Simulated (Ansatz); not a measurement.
Here is an unrelaxed guess for BAs.

```
CELL_PARAMETERS angstrom
4.29627 0.00000 0.00000
0.00000 4.29627 0.00000
0.00000 0.00000 12.98153
ATOMIC_POSITIONS crystal
B 0.43203 0.88390 0.93858
B 0.38390 0.06797 0.18858
B 0.06797 0.38390 0.81142
B 0.88390 0.43203 0.06142
B 0.56797 0.11610 0.43858
B 0.61610 0.93203 0.68858
B 0.93203 0.61610 0.31142
B 0.11610 0.56797 0.56142
As 0.06797 0.61610 0.93858
As 0.11610 0.43203 0.18858
As 0.43203 0.11610 0.81142
As 0.61610 0.06797 0.06142
As 0.93203 0.38390 0.43858
As 0.88390 0.56797 0.68858
As 0.56797 0.88390 0.31142
As 0.38390 0.93203 0.56142
```

Method: Ansatz 0.2.0, DFT PBE, scalar-relativistic, plane waves, PAW. Plane waves to 420 eV, a k mesh through Γ of 4×4×2 on the computed 16-atom cell and Gaussian smearing (0.10 eV); no spin polarisation.

The zero of energy is the elements' standard structures at the same level; no fitted shifts are applied.

Q: How far from equilibrium is it?

A: The pressure is 12.7 GPa (the mean over three directions, positive in compression), the largest force is 0.85 eV/Å, and the energy is +0.76 eV/atom against the elements. The shortest distance is 1.93 Å.

Q: How much does it gain on relaxing, and where does it end?

A: Relaxing gains about 0.13 eV/atom (the start's value is from the coarse mesh, so the gain is rough) in 12 ionic steps and ends at +0.63 eV/atom on the finer mesh. The symmetry stays P4_32_12 (No. 96). The volume per atom grows by 11.5 %, from 15.0 to 16.7 Å³. The shortest distance goes from 1.93 Å (B–As) to 1.97 Å (B–As). Conventional cell: a = 4.431 Å, c = 13.609 Å. B has 3 As at 1.97–2.04 Å; around As lie 3 B at 1.97–2.04 Å.

The last run used an 8×8×4 mesh (in the run's order of axes) for its 16-atom cell and Gaussian smearing of 0.10 eV. The reference form of As is held partly by dispersion forces, which this level lacks. The relaxation can't lower the symmetry of the start. Symmetry constrained the relaxation, so the result can be a saddle point.
